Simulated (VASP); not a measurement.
# H3C2N3: single point with PBE

Crystal: H3C2N3.

```
C N H
1.0
     8.26947    0.00000    0.00000
     0.00000    8.26947    0.00000
     0.00000    0.00000    8.26947
C N H
6 9 9
Direct
  0.10906 0.15549 0.45115
  0.24141 0.27102 0.48636
  0.76077 0.27402 0.98069
  0.81534 0.30933 0.13753
  0.39015 0.61029 0.83963
  0.41530 0.77284 0.88029
  0.33346 0.36006 0.52901
  0.87186 0.36390 0.25548
  0.41154 0.91158 0.90339
  0.80849 0.89071 0.44940
  0.68244 0.94122 0.44800
  0.32427 0.79748 0.43983
  0.39671 0.70574 0.38150
  0.01270 0.83808 0.79517
  0.90203 0.87113 0.86621
  0.12384 0.03812 0.39113
  0.08231 0.13736 0.57636
  0.01137 0.22212 0.39851
  0.70221 0.37603 0.90493
  0.86764 0.22462 0.92486
  0.67952 0.15410 0.98502
  0.27847 0.57108 0.86376
  0.41842 0.59003 0.70675
  0.46125 0.53130 0.92615
```

The cell was built by a generator and needn't be a form met in nature.

```
Program                : VASP 6.6.1
Task                   : single point
Functional             : PBE
Potentials or basis    : VASP PAW PBE potentials, release 64 (C, N, H)
Cutoff                 : 520 eV
k mesh                 : 1 × 1 × 1
Occupations            : fermi-dirac, width 0.002 eV
Spin                   : no spin polarisation
Dipole correction      : no
Further INCAR settings : LREAL = Auto; ALGO = Fast; EDIFF = 1e-06; NBANDS = 57
```

The pressure is 1.5 GPa, the largest force is 7.561 eV/Å and the band gap on the k mesh is 5.28 eV, direct.

Forces on the atoms (eV/Å):
```
C    1.089  0.791  0.759
C   -4.491 -5.219 -3.124
C   -2.306 -2.280 -1.492
C    0.417  1.937  1.653
C    4.409 -1.132 -0.983
C   -0.687  1.600  0.168
N    4.556  4.436  2.061
N   -0.445 -0.477 -0.350
N    0.467  0.384  0.246
N   -1.352  0.526 -0.042
N    1.387 -0.492  0.009
N   -3.155  3.854  2.484
N    3.098 -3.899 -2.603
N   -0.977  0.247  0.636
N    0.980 -0.287 -0.601
H    0.751  0.382 -0.001
H   -0.999 -0.922  0.958
H   -0.659  0.422 -0.424
H    0.724 -1.229  1.140
H    0.594  0.044 -1.012
H    0.742  2.128 -0.183
H   -4.158 -0.906  0.500
H   -0.059 -0.278  1.198
H    0.073  0.368 -0.996
```

Stress tensor (GPa, compression positive):
```
 2.29  0.41 -0.41
 0.41  1.60  1.21
-0.41  1.21  0.69
```

Levels at points of the mesh, in eV from the valence-band top:
| k point | band 36 | band 37 | band 38 | band 39 | band 40 | band 41 | band 42 | band 43 |
| --- | --- | --- | --- | --- | --- | --- | --- | --- |
| (0.00, 0.00, 0.00) | -0.25 | -0.13 | -0.12 | 0.00 | 5.28 | 5.30 | 5.54 | 5.57 |

Wall time 30 s on 1 thread of Intel(R) Xeon(R) 6975P-C (Granite Rapids), on a shared host, peak memory 0.56 GiB.

Caveat: the standard files for N, O and F lose accuracy on very short bonds.
